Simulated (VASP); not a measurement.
# MgO (Fm-3m) in VASP: band structure with PBE

Aim: the band structure of MgO with PBE.

Program: VASP 6.6.1. These are calculated values, not measurements. Logs are shortened: lines on timing, memory, paths and dates and some standing lists are left out, and cuts for length are marked.

**The experiment to reproduce.**

“Electronic structure of alkaline earth and post-transition metal oxides”, 2009, arxiv:0908.1581 quotes, for a bulk crystal of MgO: band gap 7.83 eV.

The results are compared with them further down.

### 1 The structure

It takes space group Fm-3m (No. 225, cubic). Conventional cell: a = 4.247 Å, b = 4.247 Å, c = 4.247 Å, α = 90.00°, β = 90.00°, γ = 90.00°. Mg (site symmetry m-3m) has 6 O at 2.12 Å as nearest neighbours. O (site symmetry m-3m) has 6 Mg at 2.12 Å as nearest neighbours.

### 2 Band structure, PBE

Input file POSCAR:

```
MgO                                     
1.0
    0.0000000000      2.1234053453      2.1234053453
    2.1234053453      0.0000000000      2.1234053453
    2.1234053453      2.1234053453      0.0000000000
  Mg              O             
     1     1
Direct
     0.0000000000000000    0.0000000000000000    0.0000000000000000
     0.5000000000000000    0.5000000000000000    0.5000000000000000
```

Input file INCAR.step1:

```
  PREC = Accurate
  ENCUT = 520
  EDIFF = 1E-7
  ISMEAR = 0
  SIGMA = 0.02
  LREAL = False
  LASPH = True
  NELM = 60
  ALGO = Normal
  ISIF = 2
  LWAVE = False
  LCHARG = True
  GGA = PE
  NBANDS = 11
```

Input file KPOINTS.step1:

```
regular mesh
0
Gamma
  8 8 8
```

Input file INCAR.step2:

```
  PREC = Accurate
  ENCUT = 520
  EDIFF = 1E-7
  ISMEAR = 0
  SIGMA = 0.05
  LREAL = False
  LASPH = True
  NELM = 60
  ALGO = Normal
  ISIF = 2
  LWAVE = False
  LCHARG = False
  GGA = PE
  NBANDS = 11
  ICHARG = 11
```

Input file KPOINTS.step2:

```
path GXWKGLUWLK,UX
10
line-mode
reciprocal
 0.0000000000  0.0000000000  0.0000000000  G
 0.5000000000  0.0000000000  0.5000000000  X

 0.5000000000  0.0000000000  0.5000000000  X
 0.5000000000  0.2500000000  0.7500000000  W

 0.5000000000  0.2500000000  0.7500000000  W
 0.3750000000  0.3750000000  0.7500000000  K

 0.3750000000  0.3750000000  0.7500000000  K
 0.0000000000  0.0000000000  0.0000000000  G

 0.0000000000  0.0000000000  0.0000000000  G
 0.5000000000  0.5000000000  0.5000000000  L

 0.5000000000  0.5000000000  0.5000000000  L
 0.6250000000  0.2500000000  0.6250000000  U

 0.6250000000  0.2500000000  0.6250000000  U
 0.5000000000  0.2500000000  0.7500000000  W

 0.5000000000  0.2500000000  0.7500000000  W
 0.5000000000  0.5000000000  0.5000000000  L

 0.5000000000  0.5000000000  0.5000000000  L
 0.3750000000  0.3750000000  0.7500000000  K

 0.6250000000  0.2500000000  0.6250000000  U
 0.5000000000  0.0000000000  0.5000000000  X
```

Potentials or basis: VASP PAW PBE potentials, release 64 (Mg, O).

Command:

```sh
> cat potpaw_PBE.64/Mg/POTCAR potpaw_PBE.64/O/POTCAR > POTCAR
> cp INCAR.step1 INCAR
> cp KPOINTS.step1 KPOINTS
> mpirun -np 1 vasp_std > vasp.out
> cp INCAR.step2 INCAR
> cp KPOINTS.step2 KPOINTS
> mpirun -np 1 vasp_std > vasp.out
```

OUTCAR:

```text
PREC = Accurate
   ENCUT = 520
   EDIFF = 1E-7
   ISMEAR = 0
   LREAL = False
   LASPH = True
   NELM = 60
   ISIF = 2
   GGA = PE
   ICHARG = 11

 ion  position               nearest neighbor table
   1  0.000  0.000  0.000-   2 2.12   2 2.12   2 2.12   2 2.12   2 2.12   2 2.12
   2  0.500  0.500  0.500-   1 2.12   1 2.12   1 2.12   1 2.12   1 2.12   1 2.12

  LATTYP: Found a face centered cubic cell.
 ALAT       =     4.2468106906

  Lattice vectors:

 A1 = (   0.0000000000,   2.1234053453,   2.1234053453)
 A2 = (   2.1234053453,   0.0000000000,   2.1234053453)
 A3 = (   2.1234053453,   2.1234053453,   0.0000000000)

Analysis of symmetry for initial positions (statically):
=====================================================================
 Subroutine PRICEL returns:
 Original cell was already a primitive cell.

 Routine SETGRP: Setting up the symmetry group for a
 face centered cubic supercell.

 Subroutine GETGRP returns: Found 48 space group operations
 (whereof 48 operations were pure point group operations)
 out of a pool of 48 trial point group operations.

The static configuration has the point symmetry O_h .

Analysis of symmetry for dynamics (positions and initial velocities):
=====================================================================
 Subroutine PRICEL returns:
 Original cell was already a primitive cell.

 Routine SETGRP: Setting up the symmetry group for a
 face centered cubic supercell.

 Subroutine GETGRP returns: Found 48 space group operations
 (whereof 48 operations were pure point group operations)
 out of a pool of 48 trial point group operations.

The dynamic configuration has the point symmetry O_h .

 Subroutine INISYM returns: Found 48 space group operations
 (whereof 48 operations are pure point group operations),
 and found     1 'primitive' translations

----------------------------------------------------------------------------------------

                                     Primitive cell

  volume of cell :      19.1482

  direct lattice vectors                    reciprocal lattice vectors
     0.000000000  2.123405345  2.123405345    -0.235470821  0.235470821  0.235470821
     2.123405345  0.000000000  2.123405345     0.235470821 -0.235470821  0.235470821
     2.123405345  2.123405345  0.000000000     0.235470821  0.235470821 -0.235470821

  length of vectors
     3.002948638  3.002948638  3.002948638     0.407847426  0.407847426  0.407847426

  position of ions in fractional coordinates (direct lattice)
     0.000000000  0.000000000  0.000000000
     0.500000000  0.500000000  0.500000000

  ion indices of the primitive-cell ions
   primitive index   ion index
                 1           1
                 2           2

----------------------------------------------------------------------------------------

 KPOINTS: path GXWKGLUWLK,UX

Interpolating k-points between supplied coordinates.

 Line segments in fractional coordinates (reciprocal lattice):
    0.000000  0.000000  0.000000  ...  0.500000  0.000000  0.500000
    0.500000  0.000000  0.500000  ...  0.500000  0.250000  0.750000
    0.500000  0.250000  0.750000  ...  0.375000  0.375000  0.750000
    0.375000  0.375000  0.750000  ...  0.000000  0.000000  0.000000
    0.000000  0.000000  0.000000  ...  0.500000  0.500000  0.500000
    0.500000  0.500000  0.500000  ...  0.625000  0.250000  0.625000
    0.625000  0.250000  0.625000  ...  0.500000  0.250000  0.750000
    0.500000  0.250000  0.750000  ...  0.500000  0.500000  0.500000
    0.500000  0.500000  0.500000  ...  0.375000  0.375000  0.750000
    0.625000  0.250000  0.625000  ...  0.500000  0.000000  0.500000

 Generated    10 points on each line segment, for a total of    100 k-points:

 Following reciprocal coordinates:
            Coordinates               Weight
  0.000000  0.000000  0.000000      0.010000
  0.055556  0.000000  0.055556      0.010000
  0.111111  0.000000  0.111111      0.010000
  0.166667  0.000000  0.166667      0.010000
  0.222222  0.000000  0.222222      0.010000
  0.277778  0.000000  0.277778      0.010000
[... 16 lines left out ...]
  0.472222  0.277778  0.750000      0.010000
  0.458333  0.291667  0.750000      0.010000
 [... further k-points ...]
   k-points           NKPTS =    100   k-points in BZ     NKDIM =    100   number of bands    NBANDS=     11
   number of dos      NEDOS =    301   number of ions     NIONS =      2
   total plane-waves  NPLWV =  13824
   dimension x,y,z NGX =    24 NGY =   24 NGZ =   24
   dimension x,y,z NGXF=    48 NGYF=   48 NGZF=   48
   ions per type =               1   1
   NGX,Y,Z   is equivalent  to a cutoff of  13.29, 13.29, 13.29 a.u.
   NGXF,Y,Z  is equivalent  to a cutoff of  26.57, 26.57, 26.57 a.u.
 SYSTEM =  unknown system
   PREC   = accura    normal or accurate (medium, high low for compatibility)
   ISTART =      0    job   : 0-new  1-cont  2-samecut
   ICHARG =     11    charge: 1-file 2-atom 10-const
   ISPIN  =      1    spin polarized calculation?
   LNONCOLLINEAR =      F non collinear calculations
   LSORBIT =      F    spin-orbit coupling
   LASPH  =      T    aspherical Exc in radial PAW
   ENCUT  =  520.0 eV  38.22 Ry    6.18 a.u.   5.58  5.58  5.58*2*pi/ulx,y,z
   NELM   =     60;   NELMIN=  2; NELMDL=  0     # of ELM steps
   EDIFF  = 0.1E-06   stopping-criterion for ELM
   LREAL  =      F    real-space projection
   EDIFFG = 0.1E-05   stopping-criterion for IOM
   NSW    =      0    number of steps for IOM
   IBRION =     -1    ionic relax: 0-MD 1-quasi-New 2-CG
   NFREE  =      0    steps in history (QN), initial steepest desc. (CG)
   ISIF   =      2    stress and relaxation
   ISYM   =      2    0-nonsym 1-usesym 2-fastsym
   POTIM  = 0.5000    time-step for ionic-motion
   TEBEG  =    0.0;   TEEND  =   0.0 temperature during run
   PSTRESS=    0.0 pullay stress
   NELECT =       8.0000    total number of electrons
   NUPDOWN=      -1.0000    fix difference up-down
   EMIN   =  10.00;   EMAX   =-10.00  energy-range for DOS
   EFERMI =   0.00;   METHOD = LEGACY
   ISMEAR =     0;   SIGMA  =   0.05  broadening in eV -4-tet -1-fermi 0-gaus
   EFERMI_NEDOS =   21; number of points for ismear=-14 and -15
   IALGO  =     38    algorithm
   IMIX   =      4    mixing-type and parameters
     AMIX     =   0.40;   BMIX     =  1.00
     AMIX_MAG =   1.60;   BMIX_MAG =  1.00
  volume/ion in A,a.u.               =       9.57        64.61
  Fermi-wavevector in a.u.,A,eV,Ry     =   1.223851  2.312743 20.378963  1.497812
  Thomas-Fermi vector in A             =   2.358947
   LORBIT       =      0    0 simple, 1 ext, 2 COOP (PROOUT), +10 PAW based schemes
   GGA     = PE    functional components
   LHFCALC =     F    Hartree Fock is set to
   AEXX    =    0.0000 exact exchange contribution
   IVDW    =     0    specifies the selected vdW correction
   LEPSILON=     F    determine dielectric tensor
   LRPA    =     F    only Hartree local field effects (RPA)
 non-spin polarized calculation
 Gauss-broadening in eV      SIGMA  =   0.05
  energy-cutoff  :      520.00
  volume of cell :       19.15
 maximum number of plane-waves:       534
 NGX is ok and might be reduce to    24

 number of electron       8.0000004 magnetization

 Free energy of the ion-electron system (eV)
  ---------------------------------------------------
  ext. energy  EPLUGINS =         0.00000000
  ---------------------------------------------------
  free energy    TOTEN  =       -12.06087312 eV

  energy without entropy =      -12.06087312  energy(sigma->0) =      -12.06087312

 E-fermi :   3.2391     XC(G=0): -10.9625

 val. band max:        3.0043840758   @ k =   0.0000   0.0000   0.0000
 cond. band min:       7.4946821486   @ k =   0.0000   0.0000   0.0000
 fundamental gap:      4.4902980728
 Fermi energy:         3.2390528083

 k-point     1 :       0.0000    0.0000    0.0000
  band No.  band energies     occupation
      1     -14.1345      2.00000
      2       3.0044      2.00000
      3       3.0044      2.00000
      4       3.0044      2.00000
      5       7.4947      0.00000
      6      18.6643      0.00000
      7      18.6643      0.00000
      8      18.6643      0.00000
      9      22.5166      0.00000
     10      24.2620      0.00000
     11      24.2620      0.00000

 k-point     2 :       0.0556    0.0000    0.0556
  band No.  band energies     occupation
      1     -14.0924      2.00000
      2       2.7536      2.00000
      3       2.9568      2.00000
      4       2.9568      2.00000
      5       7.7820      0.00000
      6      18.0198      0.00000
      7      18.7654      0.00000
      8      18.7654      0.00000
      9      23.3660      0.00000
     10      23.4319      0.00000
     11      24.3557      0.00000

 k-point     3 :       0.1111    0.0000    0.1111
  band No.  band energies     occupation
      1     -13.9703      2.00000
      2       2.1547      2.00000
      3       2.8233      2.00000
      4       2.8233      2.00000
      5       8.4922      0.00000
      6      16.8227      0.00000
      7      19.0496      0.00000
      8      19.0496      0.00000
      9      21.9420      0.00000
     10      24.6354      0.00000
     11      25.1777      0.00000

 k-point     4 :       0.1667    0.0000    0.1667
  band No.  band energies     occupation
      1     -13.7805      2.00000
      2       1.4380      2.00000
      3       2.6281      2.00000
      4       2.6281      2.00000
      5       9.3975      0.00000
      6      15.6280      0.00000
      7      19.4674      0.00000
      8      19.4674      0.00000
      9      20.3756      0.00000
     10      25.0969      0.00000
     11      27.3968      0.00000

 k-point     5 :       0.2222    0.0000    0.2222
  band No.  band energies     occupation
      1     -13.5444      2.00000
      2       0.7393      2.00000
      3       2.4024      2.00000
      4       2.4024      2.00000
      5      10.3558      0.00000
      6      14.5699      0.00000
      7      18.8927      0.00000
      8      19.9552      0.00000
      9      19.9552      0.00000
     10      25.7309      0.00000
     11      29.2142      0.00000
[... 211 lines left out ...]
 k-point    21 :       0.5000    0.2500    0.7500
  band No.  band energies     occupation
      1     -12.6131      2.00000
      2       0.1265      2.00000
      3       0.1265      2.00000
      4       1.2796      2.00000
      5      14.4853      0.00000
      6      14.4853      0.00000
      7      14.8729      0.00000
      8      18.1902      0.00000
      9      24.6189      0.00000
     10      24.6189      0.00000
     11      28.9169      0.00000

 k-point    22 :       0.4861    0.2639    0.7500
  band No.  band energies     occupation
      1     -12.6146      2.00000
      2       0.0203      2.00000
      3       0.2272      2.00000
      4       1.2958      2.00000
      5      14.3110      0.00000
      6      14.6381      0.00000
      7      14.8520      0.00000
      8      18.2447      0.00000
      9      24.2367      0.00000
     10      25.0021      0.00000
     11      28.9397      0.00000

 k-point    23 :       0.4722    0.2778    0.7500
  band No.  band energies     occupation
      1     -12.6183      2.00000
      2      -0.0753      2.00000
      3       0.3015      2.00000
      4       1.3467      2.00000
      5      14.1066      0.00000
      6      14.7819      0.00000
      7      14.7976      0.00000
      8      18.3997      0.00000
      9      23.8405      0.00000
     10      25.4023      0.00000
     11      29.0038      0.00000

 k-point    24 :       0.4583    0.2917    0.7500
  band No.  band energies     occupation
      1     -12.6234      2.00000
      2      -0.1598      2.00000
      3       0.3471      2.00000
      4       1.4294      2.00000
      5      13.8815      0.00000
      6      14.7292      0.00000
      7      14.9133      0.00000
      8      18.6359      0.00000
      9      23.4325      0.00000
     10      25.8174      0.00000
     11      29.1024      0.00000

 [... further k-points ...]
[... 5 lines left out ...]
  --------------------------------------------------------------------------------------
  -------------------------------------------------------------------------------------
  Total       -0.2905424     -0.2905424     -0.2905424     -0.0000000     -0.0000000      0.0000000
  in kB      -24.3103614    -24.3103614    -24.3103614     -0.0000000     -0.0000000      0.0000000
  external PRESSURE =     -24.3103614 kB  Pullay stress =       0.0000000 kB

 VOLUME and BASIS-vectors are now :
 -----------------------------------------------------------------------------
  energy-cutoff  :      520.00
  volume of cell :       19.15
      direct lattice vectors                 reciprocal lattice vectors
     0.000000000  2.123405345  2.123405345    -0.235470821  0.235470821  0.235470821
     2.123405345  0.000000000  2.123405345     0.235470821 -0.235470821  0.235470821
     2.123405345  2.123405345  0.000000000     0.235470821  0.235470821 -0.235470821

 POSITION                                       TOTAL-FORCE (eV/Angst)
 -----------------------------------------------------------------------------------
      0.00000      0.00000      0.00000         0.000000      0.000000     -0.000000
      2.12341      2.12341      2.12341        -0.000000     -0.000000      0.000000
 -----------------------------------------------------------------------------------
    total drift:                               -0.000000     -0.000000      0.000000

  FREE ENERGIE OF THE ION-ELECTRON SYSTEM (eV)
  ---------------------------------------------------
  free  energy   TOTEN  =       -12.0608731158 eV

  energy  without entropy=      -12.0608731158  energy(sigma->0) =      -12.06087312
```

It took 9.6 s on 1 thread of Intel Xeon Platinum 8488C (Sapphire Rapids), shared host; peak memory 0.14 GiB.

Results:

| Quantity | Value |
| --- | --- |
| Band gap on the k mesh | 4.49 eV, direct |
| Band gap along the path | 4.49 eV, direct |

Levels at the corners of the path, in eV from the valence-band top:
```csv
point,band 2,band 3,band 4,band 5,band 6,band 7
Γ,0.00,0.00,0.00,4.49,15.66,15.66
X,-3.98,-1.31,-1.31,9.09,9.70,12.84
X,-3.98,-1.31,-1.31,9.09,9.70,12.84
W,-2.88,-2.88,-1.72,11.48,11.48,11.87
W,-2.88,-2.88,-1.72,11.48,11.48,11.87
K,-3.40,-2.64,-1.11,9.97,11.49,12.31
K,-3.40,-2.64,-1.11,9.97,11.49,12.31
Γ,0.00,0.00,0.00,4.49,15.66,15.66
Γ,0.00,0.00,0.00,4.49,15.66,15.66
L,-4.51,-0.63,-0.63,7.74,12.33,16.06
L,-4.51,-0.63,-0.63,7.74,12.33,16.06
U,-3.40,-2.64,-1.11,9.97,11.49,12.31
U,-3.40,-2.64,-1.11,9.97,11.49,12.31
W,-2.88,-2.88,-1.72,11.48,11.48,11.87
W,-2.88,-2.88,-1.72,11.48,11.48,11.87
L,-4.51,-0.63,-0.63,7.74,12.33,16.06
L,-4.51,-0.63,-0.63,7.74,12.33,16.06
K,-3.40,-2.64,-1.11,9.97,11.49,12.31
U,-3.40,-2.64,-1.11,9.97,11.49,12.31
X,-3.98,-1.31,-1.31,9.09,9.70,12.84
```

Caveat: the log is that of the step along the path at fixed density, whose energy, stress, charges and moments have no meaning.

### 3 How close it comes

Step 2. Measured gap of MgO: 7.83 eV (quoted in “Electronic structure of alkaline earth and post-transition metal oxides”, 2009, arxiv:0908.1581). This calculation gives 4.49 eV (-3.34 eV). The value is that of PBE, without temperature or zero-point motion. Semilocal functionals fall short of measured gaps as a rule.
